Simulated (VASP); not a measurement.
# GaP (Cmcm) in VASP: notebook

The runs below take GaP through relaxation of cell and atoms, with PBE.

All numbers are computed with VASP 6.6.1; they aren't measurements. Logs are shortened: lines on timing, memory, paths and dates and some standing lists are left out, and cuts for length are marked.

## 1. The structure

It takes space group Cmcm (No. 63, orthorhombic). The conventional cell has a = 4.621 Å, b = 4.927 Å, c = 13.335 Å, α = 90.00°, β = 90.00°, γ = 90.00°. P (site symmetry m) is surrounded by 1 P at 2.17 Å and 3 Ga at 2.33 to 2.46 Å. P (site symmetry m2m) has 6 Ga at 2.31 to 2.58 Å as nearest neighbours. Ga (site symmetry m) has 6 P at 2.33 to 2.56 Å and 2 Ga at 2.61 to 2.64 Å as nearest neighbours. Ga (site symmetry m2m) has 6 P at 2.31 to 2.58 Å and 2 Ga at 2.61 Å as nearest neighbours.

Measurements of this composition are mostly on another form, of space group No. 216.

## 2. Relaxation of cell and atoms, PBE, target pressure 30.7 GPa, at which the enthalpy is minimised

The input, INCAR:

```
ALGO = Normal
EDIFF = 1E-6
EDIFFG = -0.01
ENCUT = 600
GGA = PE
IBRION = 2
ISIF = 3
ISMEAR = 0
KPAR = 4
LASPH = True
LCHARG = False
LREAL = False
LWAVE = False
NELM = 80
NSW = 90
PREC = Accurate
PSTRESS = 307.0
SIGMA = 0.03
```

The input, KPOINTS:

```
k-points
0
Gamma
  8 8 2
```

The input, POSCAR:

```
GaP
1.0
    2.3105000000     -2.4635000000      0.0000000000
    2.3105000000      2.4635000000      0.0000000000
    0.0000000000      0.0000000000     13.3350000000
P Ga
6 6
Direct
    0.6110000000      0.3890000000      0.0703000000
    0.3890000000      0.6110000000      0.9297000000
    0.3890000000      0.6110000000      0.5703000000
    0.6110000000      0.3890000000      0.4297000000
    0.8916000000      0.1084000000      0.2500000000
    0.1084000000      0.8916000000      0.7500000000
    0.8936000000      0.1064000000      0.5909000000
    0.1064000000      0.8936000000      0.4091000000
    0.1064000000      0.8936000000      0.0909000000
    0.8936000000      0.1064000000      0.9091000000
    0.4151000000      0.5849000000      0.2500000000
    0.5849000000      0.4151000000      0.7500000000
```

Potentials or basis: VASP PAW PBE potentials, release 64 (P, Ga_d).

The run is started by

```sh
$ cat potpaw_PBE.64/P/POTCAR potpaw_PBE.64/Ga_d/POTCAR > POTCAR
$ mpirun -np 4 vasp_std > vasp.out
```

OUTCAR:

```text
EDIFF = 1E-6
   EDIFFG = -0.01
   ENCUT = 600
   GGA = PE
   IBRION = 2
   ISIF = 3
   ISMEAR = 0
   LASPH = True
   LREAL = False
   NELM = 80
   NSW = 90
   PREC = Accurate
   PSTRESS = 307.0

 ion  position               nearest neighbor table
   1  0.611  0.389  0.070-   2 2.17   9 2.33   9 2.33   9 2.46   9 2.50  10 2.56  11 2.58   5 2.77

   2  0.389  0.611  0.930-   1 2.17  10 2.33  10 2.33  10 2.46  10 2.50   9 2.56  12 2.58   6 2.77

   3  0.389  0.611  0.570-   4 2.17   7 2.33   7 2.33   7 2.46   7 2.50   8 2.56  12 2.58   6 2.77
[... 15 lines left out ...]
  11  0.415  0.585  0.250-   5 2.31   5 2.31   5 2.35   5 2.58   4 2.58   1 2.58   8 2.61   9 2.61

  12  0.585  0.415  0.750-   6 2.31   6 2.31   6 2.35   6 2.58   2 2.58   3 2.58  10 2.61   7 2.61

  LATTYP: Found a base centered orthorhombic cell.
 ALAT       =     4.6210000000
 B/A-ratio  =     1.0662194330
 C/A-ratio  =     2.8857390175

  Lattice vectors:

 A1 = (   2.3105000000,  -2.4635000000,   0.0000000000)
 A2 = (   2.3105000000,   2.4635000000,   0.0000000000)
 A3 = (   0.0000000000,   0.0000000000,  13.3350000000)

Analysis of symmetry for initial positions (statically):
=====================================================================
 Subroutine PRICEL returns:
 Original cell was already a primitive cell.

 Routine SETGRP: Setting up the symmetry group for a
 base centered orthorhombic supercell.

 Subroutine GETGRP returns: Found  8 space group operations
 (whereof  4 operations were pure point group operations)
 out of a pool of  8 trial point group operations.

The static configuration has the point symmetry C_2h.
 The point group associated with its full space group is D_2h.

Analysis of symmetry for dynamics (positions and initial velocities):
=====================================================================
 Subroutine PRICEL returns:
 Original cell was already a primitive cell.

 Routine SETGRP: Setting up the symmetry group for a
 base centered orthorhombic supercell.

 Subroutine GETGRP returns: Found  8 space group operations
 (whereof  4 operations were pure point group operations)
 out of a pool of  8 trial point group operations.

The dynamic configuration has the point symmetry C_2h.
 The point group associated with its full space group is D_2h.

 Subroutine INISYM returns: Found  8 space group operations
 (whereof  4 operations are pure point group operations),
 and found     1 'primitive' translations

----------------------------------------------------------------------------------------

                                     Primitive cell

  volume of cell :     151.8034

  direct lattice vectors                    reciprocal lattice vectors
     2.310500000 -2.463500000  0.000000000     0.216403376 -0.202963264  0.000000000
     2.310500000  2.463500000  0.000000000     0.216403376  0.202963264  0.000000000
     0.000000000  0.000000000 13.335000000     0.000000000  0.000000000  0.074990626

  length of vectors
     3.377460955  3.377460955 13.335000000     0.296689244  0.296689244  0.074990626

  position of ions in fractional coordinates (direct lattice)
     0.611000000  0.389000000  0.070300000
     0.389000000  0.611000000  0.929700000
     0.389000000  0.611000000  0.570300000
     0.611000000  0.389000000  0.429700000
     0.891600000  0.108400000  0.250000000
     0.108400000  0.891600000  0.750000000
     0.893600000  0.106400000  0.590900000
     0.106400000  0.893600000  0.409100000
     0.106400000  0.893600000  0.090900000
     0.893600000  0.106400000  0.909100000
     0.415100000  0.584900000  0.250000000
     0.584900000  0.415100000  0.750000000

  ion indices of the primitive-cell ions
   primitive index   ion index
                 1           1
                 2           2
                 3           3
                 4           4
                 5           5
                 6           6
                 7           7
                 8           8
                 9           9
                10          10
                11          11
                12          12

----------------------------------------------------------------------------------------

 KPOINTS: k-points

Automatic generation of k-mesh.
 Grid dimensions read from file:
 generate k-points for:    8    8    2

 Generating k-lattice:

  Cartesian coordinates                     Fractional coordinates (reciprocal lattice)
     0.027050422 -0.025370408  0.000000000     0.125000000 -0.000000000  0.000000000
     0.027050422  0.025370408  0.000000000    -0.000000000  0.125000000  0.000000000
     0.000000000  0.000000000  0.037495313     0.000000000  0.000000000  0.500000000

  Length of vectors
     0.037086155  0.037086155  0.037495313

  Shift w.r.t. Gamma in fractional coordinates (k-lattice)
     0.000000000  0.000000000  0.000000000

 Subroutine IBZKPT returns following result:
 ===========================================

 Found     42 irreducible k-points:

 Following reciprocal coordinates:
            Coordinates               Weight
  0.000000  0.000000  0.000000      1.000000
  0.125000  0.000000  0.000000      4.000000
  0.250000  0.000000  0.000000      4.000000
  0.375000  0.000000  0.000000      4.000000
  0.500000  0.000000  0.000000      2.000000
  0.125000  0.125000  0.000000      2.000000
[... 16 lines left out ...]
  0.125000  0.000000  0.500000      4.000000
  0.250000  0.000000  0.500000      4.000000
 [... further k-points ...]
   k-points           NKPTS =     42   k-points in BZ     NKDIM =     42   number of bands    NBANDS=     64
   number of dos      NEDOS =    301   number of ions     NIONS =     12
   total plane-waves  NPLWV =  84672
   dimension x,y,z NGX =    28 NGY =   28 NGZ =  108
   dimension x,y,z NGXF=    56 NGYF=   56 NGZF=  216
   ions per type =               6   6
   NGX,Y,Z   is equivalent  to a cutoff of  13.78, 13.78, 13.46 a.u.
   NGXF,Y,Z  is equivalent  to a cutoff of  27.56, 27.56, 26.93 a.u.
 SYSTEM =  unknown system
   PREC   = accura    normal or accurate (medium, high low for compatibility)
   ISTART =      0    job   : 0-new  1-cont  2-samecut
   ICHARG =      2    charge: 1-file 2-atom 10-const
   ISPIN  =      1    spin polarized calculation?
   LNONCOLLINEAR =      F non collinear calculations
   LSORBIT =      F    spin-orbit coupling
   LASPH  =      T    aspherical Exc in radial PAW
   ENCUT  =  600.0 eV  44.10 Ry    6.64 a.u.   6.75  6.75 26.63*2*pi/ulx,y,z
   NELM   =     80;   NELMIN=  2; NELMDL= -5     # of ELM steps
   EDIFF  = 0.1E-05   stopping-criterion for ELM
   LREAL  =      F    real-space projection
   EDIFFG = -.1E-01   stopping-criterion for IOM
   NSW    =     90    number of steps for IOM
   IBRION =      2    ionic relax: 0-MD 1-quasi-New 2-CG
   NFREE  =      1    steps in history (QN), initial steepest desc. (CG)
   ISIF   =      3    stress and relaxation
   ISYM   =      2    0-nonsym 1-usesym 2-fastsym
   POTIM  = 0.5000    time-step for ionic-motion
   TEBEG  =    0.0;   TEEND  =   0.0 temperature during run
   PSTRESS=  307.0 pullay stress
   NELECT =     108.0000    total number of electrons
   NUPDOWN=      -1.0000    fix difference up-down
   EMIN   =  10.00;   EMAX   =-10.00  energy-range for DOS
   EFERMI =   0.00;   METHOD = LEGACY
   ISMEAR =     0;   SIGMA  =   0.03  broadening in eV -4-tet -1-fermi 0-gaus
   EFERMI_NEDOS =   21; number of points for ismear=-14 and -15
   IALGO  =     38    algorithm
   IMIX   =      4    mixing-type and parameters
     AMIX     =   0.40;   BMIX     =  1.00
     AMIX_MAG =   1.60;   BMIX_MAG =  1.00
  volume/ion in A,a.u.               =      12.65        85.37
  Fermi-wavevector in a.u.,A,eV,Ry     =   1.461467  2.761771 29.060475  2.135885
  Thomas-Fermi vector in A             =   2.577795
   LORBIT       =      0    0 simple, 1 ext, 2 COOP (PROOUT), +10 PAW based schemes
   GGA     = PE    functional components
   LHFCALC =     F    Hartree Fock is set to
   AEXX    =    0.0000 exact exchange contribution
   IVDW    =     0    specifies the selected vdW correction
   LEPSILON=     F    determine dielectric tensor
   LRPA    =     F    only Hartree local field effects (RPA)
 conjugate gradient relaxation of ions
 non-spin polarized calculation
 Gauss-broadening in eV      SIGMA  =   0.03
  energy-cutoff  :      600.00
  volume of cell :      151.80
 maximum number of plane-waves:      5101
   NGX = 13   NGY = 13   NGZ = 53

--------------------------------------- Ionic step        1  -------------------------------------------

 number of electron     108.0000041 magnetization

 Free energy of the ion-electron system (eV)
  ---------------------------------------------------
  ext. energy  EPLUGINS =         0.00000000
  ---------------------------------------------------
  free energy    TOTEN  =       -44.27607941 eV

  energy without entropy =      -44.27508883  energy(sigma->0) =      -44.27558412

------------------------ aborting loop because EDIFF is reached ----------------------------------------

  FORCE on cell =-STRESS in cart. coord.  units (eV):
  Direction    XX          YY          ZZ          XY          YZ          ZX
  --------------------------------------------------------------------------------------
  -------------------------------------------------------------------------------------
  Total       43.5776717     41.1808088     41.0930747      0.0000000      0.0000000      0.0000000
  in kB      459.9313893    434.6342031    433.7082313      0.0000000      0.0000000      0.0000000
  external PRESSURE =     135.7579413 kB  Pullay stress =     307.0000000 kB
[... 35 lines left out ...]
--------------------------------------- Ionic step        2  -------------------------------------------

 number of electron     108.0000040 magnetization

 E-fermi :   8.8313     XC(G=0): -11.7644

 val. band max:        8.8252169975   @ k =  -0.3750   0.2500   0.0000
 cond. band min:       8.8510244743   @ k =   0.1250   0.0000   0.0000
 fundamental gap:      0.0258074767
 Fermi energy:         8.8313301278

 k-point     1 :       0.0000    0.0000    0.0000
  band No.  band energies     occupation
      1      -6.6688      2.00000
      2      -6.6617      2.00000
      3      -6.6375      2.00000
      4      -6.6161      2.00000
      5      -6.5546      2.00000
      6      -6.4828      2.00000
[... 1690 lines left out ...]
  energy  without entropy=      -46.4187308814  energy(sigma->0) =      -46.41951363

  enthalpy is  TOTEN    =       -15.5619321369 eV   P V=       30.8583642362

[... ionic steps 4 to 16 ...]

--------------------------------------- Ionic step       17  -------------------------------------------

 number of electron     108.0000054 magnetization

------------------------ aborting loop because EDIFF is reached ----------------------------------------
[... 91 lines left out ...]
--------------------------------------- Ionic step       19  -------------------------------------------

 number of electron     108.0000053 magnetization

 Free energy of the ion-electron system (eV)
  ---------------------------------------------------
  ext. energy  EPLUGINS =         0.00000000
  ---------------------------------------------------
  free energy    TOTEN  =       -46.46209541 eV

  energy without entropy =      -46.46124409  energy(sigma->0) =      -46.46166975

 E-fermi :  10.1527     XC(G=0): -12.2195

 val. band max:       10.1276782320   @ k =  -0.1250   0.1250   0.0000
 cond. band min:      10.1570446236   @ k =   0.5000   0.5000   0.5000
 fundamental gap:      0.0293663916
 Fermi energy:        10.1526799238

 k-point     1 :       0.0000    0.0000    0.0000
  band No.  band energies     occupation
      1      -6.1040      2.00000
      2      -5.8453      2.00000
      3      -5.7025      2.00000
      4      -5.6688      2.00000
      5      -5.5309      2.00000
      6      -5.4377      2.00000
[... 1642 lines left out ...]
  energy  without entropy=      -46.4612440906  energy(sigma->0) =      -46.46166975

  enthalpy is  TOTEN    =       -15.5770787509 eV   P V=       30.8850166618

 reached required accuracy - stopping structural energy minimisation
```

It took 25 min on 4 MPI ranks of Intel Xeon Platinum 8259CL at 2.50GHz (Skylake/Cascade Lake), shared host; peak memory 0.52 GiB.

Results:

```
Free energy                                            : -46.4621 eV
Relaxed volume                                         : 13.43 Å³/atom
Relaxed cell                                           : a = 3.441 Å, b = 3.441 Å, c = 13.636 Å, α = 90.00°, β = 90.00°, γ = 93.34°
Space group after relaxing (to 0.05 Å)                 : Cmcm (No. 63)
Energy change on relaxing (the enthalpy is what falls) : -182.2 meV/atom
Ionic steps                                            : 19
Pressure after relaxing                                : 30.7 GPa
Largest force after relaxing                           : 0.009 eV/Å
Band gap on the k mesh                                 : none (metal or under the smearing width)
```

Forces in eV/Å, atoms in the order of the input:
```
P    0.000  0.004  0.004
P    0.000 -0.004 -0.004
P    0.000 -0.004  0.004
P    0.000  0.004 -0.004
P    0.000  0.009  0.000
P    0.000 -0.009  0.000
Ga   0.000 -0.003  0.002
Ga   0.000  0.003 -0.002
Ga   0.000  0.003  0.002
Ga   0.000 -0.003 -0.002
Ga   0.000  0.002  0.000
Ga   0.000 -0.002  0.000
```

The path:
```tsv
step	energy change (eV)	largest force (eV/Å)	pressure (GPa)	volume (Å³)
1	0.0000	0.4278	44.28	151.80
2	-4.2291	0.4390	14.23	176.59
3	-2.1442	0.1412	30.38	161.04
4	-2.1056	0.1422	30.90	160.84
5	-2.1167	0.1012	30.69	160.87
6	-2.1255	0.0922	30.71	160.91
7	-2.1344	0.0729	30.76	160.94
8	-2.1355	0.0755	30.76	160.94
9	-2.1687	0.0562	30.67	161.10
10	-2.1888	0.0446	30.61	161.21
11	-2.1572	0.0295	30.86	161.04
12	-2.1527	0.0309	30.91	161.01
13	-2.2174	0.0335	30.46	161.35
14	-2.1916	0.0257	30.64	161.21
15	-2.1839	0.0107	30.71	161.17
16	-2.1841	0.0112	30.70	161.17
17	-2.1823	0.0124	30.71	161.16
18	-2.1823	0.0123	30.71	161.16
19	-2.1860	0.0094	30.68	161.18
```

Final structure:
```yaml
crystal:
  lattice:
    - [2.36113, -2.50310, 0.00000]
    - [2.36113, 2.50310, 0.00000]
    - [0.00000, 0.00000, 13.63620]
  atoms:
    - { symbol: P, position: [0.60467, 0.39533, 0.07145] }
    - { symbol: P, position: [0.39533, 0.60467, 0.92855] }
    - { symbol: P, position: [0.39533, 0.60467, 0.57145] }
    - { symbol: P, position: [0.60467, 0.39533, 0.42855] }
    - { symbol: P, position: [0.89353, 0.10647, 0.25000] }
    - { symbol: P, position: [0.10647, 0.89353, 0.75000] }
    - { symbol: Ga, position: [0.89944, 0.10056, 0.59137] }
    - { symbol: Ga, position: [0.10056, 0.89944, 0.40863] }
    - { symbol: Ga, position: [0.10056, 0.89944, 0.09137] }
    - { symbol: Ga, position: [0.89944, 0.10056, 0.90863] }
    - { symbol: Ga, position: [0.41771, 0.58229, 0.25000] }
    - { symbol: Ga, position: [0.58229, 0.41771, 0.75000] }
```

Caveat: the cell is relaxed towards a set pressure, so the enthalpy falls and the energy may rise.

[end of part 1 of 2]
